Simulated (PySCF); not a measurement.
Numbering as in the mapped SMILES `[CH2:1]1[CH2:2][O:3][CH2:4][CH2:5][NH:6]1`; H(Xn) means a hydrogen on atom n.

Geometry: PBE0-D3(BJ)/def2-SVP; GIAO shifts from PySCF 2.14, gas phase, non-relativistic, averaged over equivalent atoms.

At B97-2/pcSseg-1 (147 basis functions, 12 s wall time on 1 thread of an Arm Neoverse V1, shared host):
| atoms | δ (ppm) |
| --- | --- |
| C2/C4 | 70.1 |
| C1/C5 | 48.3 |
| O3 | 45.3 |
| N6 | 46.3 |
| H(C2)/H(C4) | 3.30 |
| H(C1)/H(C5) | 2.59 |
| H(N6) | -0.04 |

δ = σ(ref) − σ, references computed at the same level: TMS for $^{13}$C (183.69 ppm), $^{1}$H (31.38 ppm); $^{17}$O (331.62 ppm) against H2O; $^{15}$N (262.91 ppm) vs NH3.

Question: Estimate the result of repeating the calculation with LC-wPBE/pcSseg-1.

Answer: 
| atoms | δ at LC-wPBE/pcSseg-1 | change |
| --- | --- | --- |
| C2/C4 | 68.8 | -1.3 |
| C1/C5 | 45.9 | -2.4 |
| O3 | 29.3 | -16.0 |
| N6 | 36.6 | -9.7 |
| H(C2)/H(C4) | 3.26 | -0.04 |
| H(C1)/H(C5) | 2.52 | -0.07 |
| H(N6) | -0.17 | -0.13 |

Scale: $^{13}$C (σ = 188.56 ppm), $^{1}$H (σ = 31.33 ppm) vs TMS; H2O for $^{17}$O (σ = 338.72 ppm); $^{15}$N (σ = 267.73 ppm) vs NH3 (reference shieldings calculated alike).

The largest change is at O3 (ether oxygen). Cost: 147 basis functions, 25 s wall time on 1 thread of an Arm Neoverse V1, shared host.

Experimental scales use liquid or dissolved standards, which lie at an offset from isolated NH3 (liquid NH3: subtract about 20 ppm) and H2O (liquid H2O: subtract about 36 ppm).
